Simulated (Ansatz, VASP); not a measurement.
# Cross-check of Si13O8 (amorphous SiO2 against Si(100), +4 O) between VASP and Ansatz, part 2 of 2

Aim: how closely do two programs agree when they are given the same cell, functional and k mesh? Of the first pair: The structure shown is the start of the Ansatz relaxation below; VASP solves that cell, so the two are compared at the walk's first step.

VASP 6.6.1 and Ansatz 0.2.0.

So far. Step 3 (VASP: single point, PBE, start cell, pair 1): The run ends at a pressure of 0.78 GPa, with forces up to 1.4 eV/Å.

## (5) Ansatz: relaxation, PBE

Level of this step: Ansatz beside VASP: Kohn-Sham DFT, plane waves, PBE (Ansatz).

This run makes the geometry at which the two programs are then compared. The cell compared in this pair holds 2146.00 Å³, against 2180.34 Å³ for the pair before.

The structure compared here is the end of the Ansatz relaxation.

Input file input.yaml:

```yaml
crystal:
  lattice:
    - [10.9, 0.0, 0.0]
    - [0.0, 10.9, 0.0]
    - [0.0, 0.0, 18.3515]
  atoms:
    - { symbol: Si, position: [0.00088, 0.001, 0.26634] }
    - { symbol: Si, position: [0.1131, 0.12496, 0.0452] }
    - { symbol: Si, position: [0.99888, 0.24913, 0.12139] }
    - { symbol: Si, position: [0.12593, 0.37477, 0.19231] }
    - { symbol: Si, position: [0.2416, 0.99609, 0.11519] }
    - { symbol: Si, position: [0.37523, 0.12278, 0.18881] }
    - { symbol: Si, position: [0.25222, 0.25029, 0.2657] }
    - { symbol: Si, position: [0.39106, 0.39609, 0.03863] }
    - { symbol: Si, position: [0.12397, 0.12945, 0.33945] }
    - { symbol: Si, position: [0.00774, 0.26135, 0.41588] }
    - { symbol: Si, position: [0.1323, 0.39498, 0.50235] }
    - { symbol: Si, position: [0.23798, 0.00107, 0.41404] }
    - { symbol: Si, position: [0.36042, 0.1082, 0.50008] }
    - { symbol: Si, position: [0.37337, 0.37238, 0.34552] }
    - { symbol: Si, position: [0.00274, 0.50108, 0.26586] }
    - { symbol: Si, position: [0.12836, 0.6294, 0.04212] }
    - { symbol: Si, position: [0.99488, 0.74718, 0.11567] }
    - { symbol: Si, position: [0.12116, 0.87177, 0.19236] }
    - { symbol: Si, position: [0.24686, 0.49655, 0.11583] }
    - { symbol: Si, position: [0.37103, 0.62294, 0.19299] }
    - { symbol: Si, position: [0.24948, 0.74936, 0.26698] }
    - { symbol: Si, position: [0.34626, 0.84684, 0.03731] }
    - { symbol: Si, position: [0.12712, 0.62335, 0.34137] }
    - { symbol: Si, position: [0.00074, 0.74763, 0.4125] }
    - { symbol: Si, position: [0.10746, 0.87596, 0.49274] }
    - { symbol: Si, position: [0.25332, 0.50923, 0.42079] }
    - { symbol: Si, position: [0.39692, 0.62611, 0.50884] }
    - { symbol: Si, position: [0.37626, 0.87372, 0.34256] }
    - { symbol: Si, position: [0.49832, 0.99944, 0.26591] }
    - { symbol: Si, position: [0.67449, 0.17424, 0.04229] }
[... 90 atom lines left out ...]
    - { symbol: O, position: [0.70658, 0.00932, 0.76833] }
    - { symbol: O, position: [0.345, 0.37374, 0.95166] }
    - { symbol: O, position: [0.8022, 0.97078, 0.63241] }
    - { symbol: O, position: [0.61495, 0.1311, 0.65151] }
    - { symbol: O, position: [0.98657, 0.90871, 0.54356] }
    - { symbol: O, position: [0.37867, 0.72249, 0.75716] }
kpoints:
  mp_grid: { grid: [1, 1, 1] }
hamiltonian:
  xc: pbe
scf:
  occupations: { method: fermi_dirac, width: 0.025 }
output:
  forces: true
relax:
  f_tol: 0.08
  max_steps: 90
  cell: { fix: [a, b, alpha, beta, gamma] }
```

Launch:

```console
> ansatz run input.yaml --threads 4 --pin off --max-ram 8192MiB --backend cpu --events-out ev --progress --plain --runs-dir out
```

Numbers of over 12 decimals in the logs are rounded to 6 here.

What it wrote:

```text
[...]
Crystal: 126 atoms, lattice volume = 2180.342 Å³
Basis set: ecut = 420 eV, 42629 PW (Γ), exchange–correlation on 150×150×250 points (8 copies of the dense FFT grid, shifted against one another)
Bands: 426, of which v1, the nominal top of the filled ones, is band 300 counted from 1 (299 counted from 0)
Symmetry: 1 space group operations
[...]
k-points: 1
[...]
SCF iter   1: F=—  HF=-76875.561759 eV  |F-HF|=—  |Δ(HF+E_count)|=         —  Δρ=5.73e-3  dr2=2.72e0  ethr=1.77e-3  ⟨swp⟩=6.0  Hψ=2061  notcnv=0  defer=83
[...]
- { symbol: O, position: [0.060111, 0.888657, 0.897618] }
    - { symbol: O, position: [0.743635, 0.256224, 0.494751] }
    - { symbol: O, position: [0.509073, 0.500873, 0.020882] }
    - { symbol: O, position: [0.435957, 0.526590, 0.829505] }
    - { symbol: O, position: [0.665147, 0.574402, 0.783570] }
    - { symbol: O, position: [0.179104, 0.861091, 0.559065] }
    - { symbol: O, position: [0.426683, 0.970700, 0.788185] }
[...]
- { symbol: O, position: [0.795147, 0.977592, 0.664000] }
    - { symbol: O, position: [0.610100, 0.139944, 0.668904] }
    - { symbol: O, position: [0.953371, 0.914892, 0.540178] }
    - { symbol: O, position: [0.393665, 0.729684, 0.759459] }
```

## (6) VASP: single point, PBE, relaxed cell, pair 2

The same cell, functional, mesh and smearing now go to VASP, with its own data sets.

Input file INCAR:

```
SYSTEM = Si13O8
PREC = Accurate
ENCUT = 600
EDIFF = 1E-06
NELM = 120
ISMEAR = -1
SIGMA = 0.025
LREAL = Auto
ALGO = Normal
GGA = PE
NBANDS = 400
LORBIT = 11
LWAVE = .FALSE.
LCHARG = .FALSE.
ISIF = 2
LASPH = .TRUE.
GGA_COMPAT = .FALSE.
EFERMI = MIDGAP
NCORE = 4
```

Input file POSCAR:

```
Si13O8
1.0
   10.9000000000      0.0000000000      0.0000000000
    0.0000000000     10.9000000000      0.0000000000
    0.0000000000      0.0000000000     18.0624730000
Si O
78 48
Direct
    0.9984000000      0.9936800000      0.2649700000
    0.1303500000      0.1207400000      0.0546500000
    0.9959300000      0.2453100000      0.1204300000
    0.1262700000      0.3710900000      0.1878600000
    0.2556900000      0.9716200000      0.1087100000
    0.3810100000      0.1100800000      0.1787000000
    0.2546000000      0.2409400000      0.2563400000
    0.4056900000      0.3901500000      0.0346900000
    0.1205200000      0.1284900000      0.3338700000
    0.0174700000      0.2572700000      0.4229800000
    0.1350000000      0.4082900000      0.4990600000
    0.2215100000      0.9892900000      0.4075100000
    0.3316100000      0.1038800000      0.4946500000
    0.3734000000      0.3623100000      0.3392500000
    0.0072400000      0.4955500000      0.2650900000
    0.1292500000      0.6249500000      0.0451900000
    0.9976500000      0.7414700000      0.1189900000
    0.1272800000      0.8701000000      0.1920200000
    0.2520000000      0.4852600000      0.1091100000
    0.3724300000      0.6139000000      0.1854600000
    0.2543800000      0.7420300000      0.2643000000
    0.3341800000      0.8310000000      0.0095000000
    0.1306500000      0.6193400000      0.3394000000
    0.9935100000      0.7258100000      0.4162500000
    0.0789600000      0.8798000000      0.4923700000
    0.2633400000      0.5062800000      0.4150900000
    0.4024200000      0.6168900000      0.4952400000
    0.3731500000      0.8629400000      0.3458000000
    0.4964900000      0.9922700000      0.2653400000
    0.6856700000      0.1648600000      0.0150100000
[... 90 atom lines left out ...]
    0.6945500000      0.0681100000      0.8015000000
    0.3658900000      0.3594400000      0.9476000000
    0.7951500000      0.9775900000      0.6640000000
    0.6101000000      0.1399400000      0.6689000000
    0.9533700000      0.9148900000      0.5401800000
    0.3936700000      0.7296800000      0.7594600000
```

Input file KPOINTS:

```
Automatic mesh
0
Gamma
1 1 1
0 0 0
```

PAW data sets: Si and O (PBE family, release 64).

Launch:

```console
> mpirun -np 16 vasp_gam
```

What it wrote:

```text
[... set-up lines as in an earlier step ...]
 entering main loop
       N       E                     dE             d eps       ncg     rms          rms(c)
DAV:   1     0.489070937846E+04    0.48907E+04   -0.33511E+05   800   0.157E+03
DAV:   2    -0.328525575965E+03   -0.52192E+04   -0.49568E+04   968   0.315E+02
DAV:   3    -0.895680697961E+03   -0.56716E+03   -0.55990E+03   960   0.105E+02
DAV:   4    -0.910797372889E+03   -0.15117E+02   -0.15044E+02   944   0.186E+01
[...]
DAV:  22    -0.829871659423E+03   -0.15909E-05   -0.16400E-05   856   0.531E-03    0.117E-02
DAV:  23    -0.829871657307E+03    0.21160E-05   -0.11256E-05   728   0.410E-03    0.329E-03
DAV:  24    -0.829871657016E+03    0.29166E-06   -0.25621E-06   520   0.271E-03
   1 F= -.82987166E+03 E0= -.82986176E+03  d E =-.197987E-01
```

OUTCAR, selected parts (step 6):

```text
  FREE ENERGIE OF THE ION-ELECTRON SYSTEM (eV)
  ---------------------------------------------------
  free  energy   TOTEN  =      -829.8716570157 eV

  energy  without entropy=     -829.8518583451  energy(sigma->0) =     -829.86175768

[... 1 part as in an earlier step ...]
```

The run ends at a pressure of 0.99 GPa, with forces up to 0.11 eV/Å.

## (7) Differences

What differs besides the data sets and the points named for the pairs above, as far as they apply: the cutoff is 420 eV in Ansatz and 600 eV in VASP (PREC = Accurate, projectors in real space). Total energies have different zeros and are not compared.

Both answers:

| quantity | Ansatz | VASP | difference |
| --- | --- | --- | --- |
| pressure (GPa) | 1.04 | 0.99 | +0.05 |
| gap on the k mesh (eV) | 0.148 | 0.148 | 0.000 |

Forces on 7 of the 126 atoms, those with the largest forces and the largest differences (eV/Å; atoms numbered as in POSCAR):

| atom | Ansatz x, y, z | VASP x, y, z |
| --- | --- | --- |
| Si25 | -0.004, -0.011, -0.002 | -0.009, -0.031, -0.074 |
| Si39 | -0.007, -0.006, -0.032 | -0.056, 0.027, -0.054 |
| Si62 | -0.007, -0.006, 0.000 | -0.078, 0.018, -0.013 |
| Si72 | 0.005, -0.018, 0.012 | -0.066, 0.005, 0.078 |
| Si73 | -0.004, 0.003, -0.003 | -0.045, 0.058, -0.024 |
| O84 | -0.006, 0.011, -0.002 | 0.022, 0.086, -0.056 |
| O101 | -0.002, 0.002, -0.003 | 0.005, -0.051, 0.068 |

The forces differ by 18 meV/Å r.m.s., which is 89.7 % of the r.m.s. force of 0.021 eV/Å (both taken over all components). A gap on the mesh is an upper bound, since the band edges may lie between its points.

## (8) Results

```
r.m.s. force difference (single point, PBE, start cell, pair 1)   : 5.9 % of the r.m.s. force
r.m.s. force difference (single point, PBE, relaxed cell, pair 2) : 18 meV/Å
```

The r.m.s. force difference is 5.9 % of the r.m.s. force (single point, PBE, start cell, pair 1), beyond the 3 % picked in this series as the mark of a large difference. What causes the difference of the single point, PBE, start cell, pair 1 pair stays open here. What causes the difference of the single point, PBE, relaxed cell, pair 2 pair stays open here. How closely two codes agree says nothing of how well the functional describes the real material.

[Lines on the potential files, build, host, timing and source positions are cut from VASP's logs without a mark.]

[Logs are printed without paths, hosts, clocks, repeated set-up lines and the standing remarks that a program may print on its own settings, such as how far it seeks lower states.]

[Hosts, paths, dates, database ids (printed as entryN), source tags and the programs' standing remarks are cut or masked in the printed files.]
